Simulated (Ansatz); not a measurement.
Here is the system:

Ti₃SiC₂ (MAX-312 type, space group P6_3/mmc)

```yaml
crystal:
  lattice:
    - [3.06728, 0.00000, 0.00000]
    - [-1.53364, 2.65635, 0.00000]
    - [0.00000, 0.00000, 17.67556]
  atoms:
    - { symbol: Ti, position: [0.00000, 0.00000, 0.00000] }
    - { symbol: Ti, position: [0.00000, 0.00000, 0.50000] }
    - { symbol: Ti, position: [0.33333, 0.66667, 0.13514] }
    - { symbol: Ti, position: [0.66667, 0.33333, 0.63514] }
    - { symbol: Ti, position: [0.66667, 0.33333, 0.86486] }
    - { symbol: Ti, position: [0.33333, 0.66667, 0.36486] }
    - { symbol: Si, position: [0.00000, 0.00000, 0.25000] }
    - { symbol: Si, position: [0.00000, 0.00000, 0.75000] }
    - { symbol: C, position: [0.33333, 0.66667, 0.57250] }
    - { symbol: C, position: [0.66667, 0.33333, 0.07250] }
    - { symbol: C, position: [0.66667, 0.33333, 0.42750] }
    - { symbol: C, position: [0.33333, 0.66667, 0.92750] }
```

Equation-of-state scan: isotropic scaling of the cell above, V₀ being its volume. The atoms relax within the cell's symmetry.

All values below come from r2SCAN (plane waves to 500 eV, PAW, scalar-relativistic; Ansatz, a program for electronic structure). k mesh 14×14×3 (Γ-centred), Fermi-Dirac smearing 0.05 eV. The energy includes the smearing's −TS. Compression counts positive. With the shape held, the modulus is that of even scaling; a crystal free to change shape is softer. Ti3SiC2 is run without spin polarisation. Ti3SiC2 was relaxed with its symmetry unable to fall. The zero of ΔE is the relaxed starting cell.

The scan covers V/V₀ from 0.940 to 1.060 in 9 points.

Task: What is ΔE at V/V₀ = 1.060?

Result: 23 meV/atom.

Task: What pressure does the cell carry at V/V₀ = 0.940?

Result: 13.6 GPa.

Task: What is ΔE at V/V₀ = 0.940?

Result: 29 meV/atom.

(A scan under strain: stresses follow from slopes of the energy per volume, elastic moduli from its curvatures.)
